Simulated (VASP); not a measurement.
Write the native input for VASP 6.6.1 that does the following.

| Property | Result |
| --- | --- |
| Task | single point |
| Functional | PBEsol |
| Potentials or basis | VASP PAW PBE potentials, release 64 (Mn_pv, S) |
| Cutoff | 520 eV |
| k mesh | 9 × 9 × 9 |
| Occupations | fermi-dirac, width 0.05 eV |
| Spin | collinear spin, antiferromagnetic start |
| Starting moments | [4.0, -4.0, 0.0, 0.0] μB |
| Hubbard terms | Mn d U = 8 eV |
| Supercell matrix | [0, 1, 1, 1, 0, 1, 1, 1, 0] |
| Further INCAR settings | ALGO = Normal; EDIFF = 1e-06; NBANDS = 31 |

The structure of MnS lies in POSCAR:

```
MnS
1.0
   -1.8299960138     -1.0565486911      5.9418405554
    1.8299960138     -1.0565486911      5.9418405554
    0.0000000000      2.1130973824      5.9418405554
Mn S
2 2
Direct
    0.0000000000      0.0000000000      0.0000000000
    0.5000000000      0.5000000000      0.5000000000
    0.2500000000      0.2500000000      0.2500000000
    0.7500000000      0.7500000000      0.7500000000
```

The cell is a database's computed one.

These files were run (other wordings do the same):

INCAR

```
PREC = Accurate
ENCUT = 520
EDIFF = 1E-6
ISMEAR = -1
SIGMA = 0.05
LREAL = False
LASPH = True
NELM = 150
ALGO = Normal
ISIF = 2
LWAVE = False
LCHARG = True
ISPIN = 2
MAGMOM = 4 -4 0 0
LORBIT = 11
LMAXMIX = 4
LDAU = True
LDAUTYPE = 2
LDAUL = 2 -1
LDAUU = 8 0
LDAUJ = 0 0
LDAUPRINT = 1
GGA = PS
LELF = True
LVHAR = True
NBANDS = 31
```

KPOINTS

```
Automatic mesh
0
Gamma
  9 9 9
```

Potentials or basis: VASP PAW PBE potentials, release 64 (Mn_pv, S).

Launch:

```sh
$ cat potpaw_PBE.64/Mn_pv/POTCAR potpaw_PBE.64/S/POTCAR > POTCAR
$ mpirun -np 1 vasp_std > vasp.out
```

Results of the run:

| Item | Value |
| --- | --- |
| Pressure | 5.0 GPa |
| Band gap on the k mesh | 2.65 eV |
| Net moment | 0.00 μB per cell |
| Site moments | Mn +4.66, -4.66; S +0.00 μB |
| Valence electrons inside the program's atomic spheres | Mn 11.31; S 3.78 |

Caveat: the PAW data sets were made with another functional, which shifts forces and pressure a little; an odd mesh through Γ misses points on the zone boundary, where band edges often lie.

It took 5.7 min on 1 thread of Intel(R) Xeon(R) 6975P-C (Granite Rapids), on a shared host, peak memory 0.55 GiB.
